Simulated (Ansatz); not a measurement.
Crystal: AlN.

```
Al N
1.0
     0.00000    2.18399    2.18399
     2.18399    0.00000    2.18399
     2.18399    2.18399    0.00000
Al N
1 1
Cartesian
  0.0000 0.0000 0.0000
  1.0920 1.0920 1.0920
```

Measurements of this composition are mostly on another form, of space group No. 186.

Base run:

```yaml
Program: Ansatz 0.2.0
Functional: PBE
Potentials_or_basis: Ansatz PAW
Cutoff: 600 eV
Density_cutoff: 2400 eV
k_mesh: 10 × 10 × 10
Occupations: fermi-dirac, width 0.05 eV
Spin: no spin polarisation
```

Its results: band gap on the k mesh 3.33 eV, indirect (least direct gap 4.19 eV); pressure 4.8 GPa.

Q: The run is repeated on the same cell with these changes: functional from PBE to LDA; cutoff from 600 eV to 420 eV (not typed: the program's choice for these potentials). What comes out?

A: Band gap on the k mesh 3.24 eV, indirect (least direct gap 4.23 eV); pressure -3.6 GPa.

LDA binds more tightly than PBE, so the same cell stands under less pressure.

Caveats: the PAW data sets come from PBE, with cores solved anew for the run's functional, which leaves a small shift of forces and pressure (some runs).
